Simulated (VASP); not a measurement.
Set up this calculation in VASP 6.6.1, as the native input.

```yaml
Task: single point
Functional: PBE
Potentials_or_basis: VASP PAW PBE potentials, release 64 (Ge_d, Fe)
Cutoff: 520 eV
k_mesh: 5 × 5 × 5
Occupations: gaussian, width 0.05 eV
Spin: no spin polarisation
Dipole_correction: no
Further_INCAR_settings: ALGO = Normal; EDIFF = 1e-07; NBANDS = 54
```

The structure of FeGe lies in POSCAR:

```
FeGe
1.0
    4.6890000000      0.0000000000      0.0000000000
    0.0000000000      4.6890000000      0.0000000000
    0.0000000000      0.0000000000      4.6890000000
Ge Fe
4 4
Direct
    0.8420000000      0.8420000000      0.8420000000
    0.6580000000      0.1580000000      0.3420000000
    0.3420000000      0.6580000000      0.1580000000
    0.1580000000      0.3420000000      0.6580000000
    0.1350000000      0.1350000000      0.1350000000
    0.3650000000      0.8650000000      0.6350000000
    0.6350000000      0.3650000000      0.8650000000
    0.8650000000      0.6350000000      0.3650000000
```

These files were run (other wordings do the same):

INCAR

```
SYSTEM = FeGe
  ALGO = Normal
  EDIFF = 1E-7
  ENCUT = 520
  GGA = PE
  ISIF = 2
  ISMEAR = 0
  LASPH = .True.
  LCHARG = .False.
  LREAL = .False.
  LWAVE = .False.
  NBANDS = 54
  NELM = 80
  PREC = Accurate
  SIGMA = 0.05
```

KPOINTS

```
k-points
0
Gamma
  5 5 5
  0 0 0
```

Potentials or basis: VASP PAW PBE potentials, release 64 (Ge_d, Fe).

Launch:

```sh
$ cat potpaw_PBE.64/Ge_d/POTCAR potpaw_PBE.64/Fe/POTCAR > POTCAR
$ mpirun -np 1 vasp_std > vasp.out
```

It gave:

* Pressure: -5.6 GPa
* Largest force: 0.406 eV/Å
* Band gap on the k mesh: 0.09 eV, indirect (least direct gap 0.14 eV)

Caveat: an odd mesh through Γ misses points on the zone boundary, where band edges often lie.

Run time: 120 s on 1 thread of AMD EPYC 7R43 64-Core Processor (Zen 3) (shared host), peak memory 0.18 GiB.
